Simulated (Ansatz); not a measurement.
# LiBr: a single-point run

Wanted: a converged single-point run for LiBr, and a check of what comes out. The structure is shown as the input types it.

Computed with Ansatz 0.2.0 (Kohn-Sham DFT, with the functional, basis and potentials that each input names, unless a step's input says otherwise).

**1. The starting structure**

Symmetry: Fm-3m, No. 225, cubic system. The conventional cell has a = 5.552 Å, b = 5.552 Å, c = 5.552 Å, α = 90.00°, β = 90.00°, γ = 90.00°. Li (site symmetry m-3m) is surrounded by 6 Br at 2.78 Å. Around Br (site symmetry m-3m) lie 6 Li at 2.78 Å.

Coordinates:

```cif
data_structure
_symmetry_space_group_name_H-M 'P 1'
_symmetry_Int_Tables_number 1
_cell_length_a 3.9260
_cell_length_b 3.9260
_cell_length_c 3.9260
_cell_angle_alpha 60.000
_cell_angle_beta 60.000
_cell_angle_gamma 60.000
_cell_volume 42.79
loop_
_atom_site_label
_atom_site_type_symbol
_atom_site_fract_x
_atom_site_fract_y
_atom_site_fract_z
_atom_site_occupancy
Li1 Li 0.00000 0.00000 0.00000 1
Br1 Br 0.50000 0.50000 0.50000 1
```

**2. Running it**

File input.yaml:

```yaml
crystal:
  lattice:
    - [0.0, 2.7760902266, 2.7760902266]
    - [2.7760902266, 0.0, 2.7760902266]
    - [2.7760902266, 2.7760902266, 0.0]
  atoms:
    - { symbol: Li, position: [0.0, 0.0, 0.0] }
    - { symbol: Br, position: [0.5, 0.5, 0.5] }
kpoints:
  mp_grid: { grid: [10, 10, 10] }
scf:
  occupations: { method: fermi_dirac, width: 0.03 }
  max_iter: 75
hamiltonian:
  xc: lda+u
  pseudopotentials: { kind: all_electron, datasets: crystal }
output:
  forces: true
  stress: true
  eigenvalues: true
  efg: { contact_densities: true }
```

Started as:

```sh
> ansatz run input.yaml --threads 1 --pin off --max-ram 2048MiB --backend cpu --events-out ev --progress --plain --runs-dir out
```

**Question.** How will this run end, and is anything wrong with its input?

The program refused the input before any cycle. Its message: «line 15 column 7: hamiltonian.xc: unknown variant `lda+u`, expected one of `lda`, `lda-pw`, `pw92`, `pbe`, `pbesol`, `rpbe`, `revpbe`, `blyp`, ...»

The suspect setting: hamiltonian.xc is lda+u. The functional or method isn't one that the program knows by that name.

Remedy: set hamiltonian.xc to r2scan. Any name on the list would pass the check; a listed functional of a like name need not be the same functional.
